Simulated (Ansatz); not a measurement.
## Se, bcc: geometry optimisation

Level of theory: Ansatz 0.2.0, DFT, revPBE, plane waves (420 eV) with PAW, scalar-relativistic. The PAW files were generated under PBE, with cores re-solved for the functional.

k-point mesh 13×13×13, Fermi-Dirac smearing 0.1 eV, no spin polarisation. Cell and atoms relax.

Starting structure:

```yaml
crystal:
  lattice:
    - [-1.7600399104, 1.7600399104, 1.7600399104]
    - [1.7600399104, -1.7600399104, 1.7600399104]
    - [1.7600399104, 1.7600399104, -1.7600399104]
  atoms:
    - { symbol: Se, position: [0.0, 0.0, 0.0] }
hamiltonian:
  xc: revpbe
  pseudopotentials:
    kind: paw
    azcp:
      Se: "pseudopotentials/Se.paw.azcp"
basis:
  ecutwfc: 420
  fft_grid_basis: typed
kpoints:
  mp_grid: { grid: [13, 13, 13], shift: [0, 0, 0] }
magnetization:
  spin_polarized: false
scf:
  occupations: { method: fermi_dirac, width: 0.1 }
relax:
  max_steps: 60
  f_tol: 0.01
  cell: {}
```

Problem. What cell does the relaxation end in?

Solution. Im-3m with a = 3.461 Å; 20.72 Å³ per atom against 21.81 at the start (-5.0 %).

Problem. How much energy does the relaxation gain?

Solution. 10.8 meV per atom.
